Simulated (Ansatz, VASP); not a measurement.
# BaHfO3 in VASP and in Ansatz

INCAR

```
PREC = Accurate
ENCUT = 520
EDIFF = 1E-6
ISMEAR = -1
SIGMA = 0.02
LREAL = F
LASPH = T
NELM = 100
ALGO = Normal
ISIF = 2
LWAVE = F
LCHARG = F
GGA = PE
NBANDS = 27
```

Contents of KPOINTS:

```
Automatic mesh
0
Gamma
  6 6 6
```

File POSCAR:

```
BaHfO3
1.0
    4.1770517715      0.0000000000      0.0000000000
    0.0000000000      4.1770517715      0.0000000000
    0.0000000000      0.0000000000      4.1770487576
Ba Hf O
1 1 3
Direct
    0.5000000000      0.5000000000      0.9979971679
    0.0000000000      0.0000000000      0.4979944650
    0.0000000000      0.5000000000      0.4980131177
    0.5000000000      0.0000000000      0.4980131177
    0.0000000000      0.0000000000      0.9980039217
```

Input for Ansatz:

```yaml
crystal:
  lattice:
    - [4.1770517715, 0.0, 0.0]
    - [0.0, 4.1770517715, 0.0]
    - [0.0, 0.0, 4.1770487576]
  atoms:
    - { symbol: Ba, position: [0.5, 0.5, 0.9979971679] }
    - { symbol: Hf, position: [0.0, 0.0, 0.497994465] }
    - { symbol: O, position: [0.0, 0.5, 0.4980131177] }
    - { symbol: O, position: [0.5, 0.0, 0.4980131177] }
    - { symbol: O, position: [0.0, 0.0, 0.9980039217] }
kpoints:
  mp_grid: { grid: [6, 6, 6] }
  band_path:
    path:
      - [[0.0, 0.0, 0.0], [0.0, 0.500000120259, 0.0], [0.500000120259, 0.500000120259, -2.21315201948e-33], [0.0, 0.0, 0.0], [0.500000120259, 0.500000120259, 0.499999759482], [0.0, 0.500000120259, 0.0]]
      - [[0.500000120259, 0.500000120259, 0.499999759482], [0.500000120259, 0.500000120259, -2.21315201948e-33]]
    npoints: 10
hamiltonian:
  xc: pbe
scf:
  occupations: { method: fermi_dirac, width: 0.02 }
  n_extra_bands: 5
output:
  forces: true
  stress: true
  eigenvalues: true
  write_density: true
  write_potential: true
  elf: true
  volumetric_format: npy
```

The cell comes from a database or a generator and needn't be the stable form of this composition.

Alike in both runs: task single point; functional PBE; k mesh 6 × 6 × 6; occupations fermi-dirac, width 0.02 eV; no spin polarisation.

```csv
,VASP,Ansatz
version,VASP 6.6.1,Ansatz 0.2.0
potentials or method,"VASP PAW PBE potentials, release 64 (Ba_sv, Hf_pv, O)","plane waves, PAW"
plane-wave cutoff (eV),520,420
valence electrons in the cell,38,54
```

Ansatz gave:

| Property | Result |
| --- | --- |
| gap on the k mesh at the Fermi level (eV) | 3.66 |
| pressure (GPa) | 3.4 |

**Question.** What did VASP give for the same quantities?

**Answer.** gap on the k mesh at the Fermi level (eV): 3.58; pressure (GPa): 2.9.

The functional is the same, so the differences come from potentials, cutoffs and numerics. The two sets of potentials don't hold the same shells in valence. Ansatz warned: «structure_snapped_to_symmetry».

Caveats: spin-orbit coupling is left out, which moves the levels of the heavy elements. A k mesh can miss the band edges.
